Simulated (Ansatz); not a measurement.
# BaTiO₃: least direct gap and band gap as volume per atom varies

Band levels at named k points (names of the unstrained cell) at fixed atoms, from the valence top (v1 top filled band, c1 lowest empty), gap the least over mesh, points and any path between them, spin-unpolarised plane waves, DDH-PBE0 mixes 1/eps_inf of exact exchange. The results are calculated, by Ansatz 0.2.0.

Cell of the first row (space group Pm-3m, No. 221):
```
CELL_PARAMETERS angstrom
3.83430 0.00000 0.00000
0.00000 3.83430 0.00000
0.00000 0.00000 3.83430
ATOMIC_POSITIONS crystal
Ba 0.00000 0.00000 0.00000
Ti 0.50000 0.50000 0.50000
O 0.50000 0.50000 0.00000
O 0.50000 0.00000 0.50000
O 0.00000 0.50000 0.50000
```

Settings of every row: periodic directions 3; functional r2SCAN; spin orbit no; potentials PAW; wave cutoff 500 eV; k mesh 6x6x6; smearing width 0 eV.

Point:
| name | a (fraction of the reciprocal vector) | b (fraction of the reciprocal vector) | c (fraction of the reciprocal vector) |
| --- | --- | --- | --- |
| Gamma | 0 | 0 | 0 |
| X | 0 | 0.5 | 0 |
| M | 0.5 | 0.5 | 0 |
| R | 0.5 | 0.5 | 0.5 |

Limits: semilocal functionals tend to give too small a gap; no spin-orbit coupling, which shifts gaps with heavier elements (BaTiO3); atoms stay on their symmetric sites, though polar or tilted forms of a perovskite may lie lower.

| row | volume per atom (Å³) | least direct gap (eV) | band gap (eV) |
| --- | --- | --- | --- |
| 1 | 11.275 | 2.411 | 2.411 |
| 2 | 11.631 | 2.387 | 2.387 |
| 3 | 12.365 | 2.32 | 2.247 |
| 4 | 12.743 | 2.28 | 2.172 |
| 5 | 13.13 | 2.235 | 2.097 |
| 6 | 13.523 | ? | ? |
| 7 | 13.925 | 2.136 | 1.948 |
| 8 | 14.335 | 2.083 | 1.875 |

Question: what least direct gap and band gap should row 6 give?

Worked fit of least direct gap. Take t = volume per atom − 13, in Å³. The shown rows have t = -1.725, -1.369, -0.635, -0.257, 0.13, 0.925, 1.335. Least squares give least direct gap = 2.2515 − 0.11268 × t − 0.01107 × t² eV; a straight line predicts inner rows, each left out in turn, worse (root mean square 0.01 against 0.0023 eV). The rows lie off it by -0.002, 0.002, 0.001, 0.000, -0.002, -0.002, 0.002. The withheld row has t = 0.523, so the fit gives 2.2515 − 0.11268 × (0.523) − 0.01107 × (0.523)² = 2.190 eV.

The calculation gave 2.187 eV. The fit lies 0.003 eV (0.91 % of the column's range) above it; its largest miss of a shown row is 0.002 eV.

Worked fit of band gap. Take t = volume per atom − 13, in Å³. The shown rows have t = -1.725, -1.369, -0.635, -0.257, 0.13, 0.925, 1.335. Their means are -0.228 and 2.1624 eV; the sums about the means are S_tt = 7.61 and S_ty = -1.383, whose ratio is the slope. Least squares give band gap = 2.121 − 0.18173 × t eV. The rows lie off it by -0.023, 0.017, 0.011, 0.004, 0.000, -0.005, -0.003 (root mean square 0.012 eV). The withheld row has t = 0.523, so the fit gives 2.121 − 0.18173 × (0.523) = 2.026 eV.

The calculation gave 2.022 eV. The fit lies 0.004 eV (0.75 % of the column's range) above it; its largest miss of a shown row is 0.023 eV.
